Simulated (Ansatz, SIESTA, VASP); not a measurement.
## GaN: programs and potentials compared

The starting cell:

```
Ga N
1.0
     3.18000    0.00000    0.00000
    -1.59000    2.75396    0.00000
     0.00000    0.00000    5.16600
Ga N
2 2
Direct
  0.66667 0.33333 0.50000
  0.33333 0.66667 0.00000
  0.66667 0.33333 0.87500
  0.33333 0.66667 0.37500
```

Alike in all runs: task relaxation of cell and atoms; functional PBEsol; k mesh 10 × 10 × 5; occupations fermi-dirac, width 0.05 eV; no spin polarisation; no spin-orbit coupling.

```json
{"program and potentials": "Ansatz, Ansatz PAW", "plane-wave cutoff (eV)": "420", "notes": "potentials made for PBE, which Ansatz adapts in part", "equilibrium volume (Å³/atom)": "11.37"}
{"program and potentials": "VASP, PBE PAW files Ga_d, N, 600 eV", "plane-wave cutoff (eV)": "600", "notes": "potentials made for PBE", "equilibrium volume (Å³/atom)": "11.35"}
{"program and potentials": "SIESTA, files PseudoDojo sr-pbesol-0.4.1-standard, DZP (energy shift 0.003 Ry; two zetas on semicore shells)", "plane-wave cutoff (eV)": "-", "notes": "atomic basis", "equilibrium volume (Å³/atom)": "11.54"}
```

The equilibrium volume spans 11.35 (VASP, PBE PAW files Ga_d, N, 600 eV) to 11.54 Å³/atom (SIESTA, files PseudoDojo sr-pbesol-0.4.1-standard, DZP (energy shift 0.003 Ry; two zetas on semicore shells)). Relaxations stop with a little pressure left, so the last digit of a volume isn't settled. Rows in atomic bases carry the error of their basis and grid, which can be large.

The functional is the same throughout but for its coding, so the spread measures potentials, basis and numerics; runs on potential files found faulty are left out.
